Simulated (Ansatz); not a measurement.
Theory: Ansatz, DFT PBE, scalar-relativistic, plane waves, PAW. All cells share a 420 eV cutoff and Γ-centred k meshes spaced at most 0.3 Å⁻¹ (0.19 for metals, 2π included).

All energies are static (0 K, no zero-point motion). Larger cells and other orderings weren't all tried, so the list isn't exhaustive. The k mesh leaves about 4 meV/atom of noise in metals. No dispersion correction is applied, so the spacing between layers, chains or molecules is poorly fixed, and with it the volume and density (C P6_3/mmc). No run is spin-polarised.

38 distinct structures were compared, and only named types are asked about.

Problem. Which is lower for C, the diamond or the graphite structure, and by how much?

Solution. The graphite structure, by 136 meV/atom. It takes 11.2 Å³/atom against 5.7.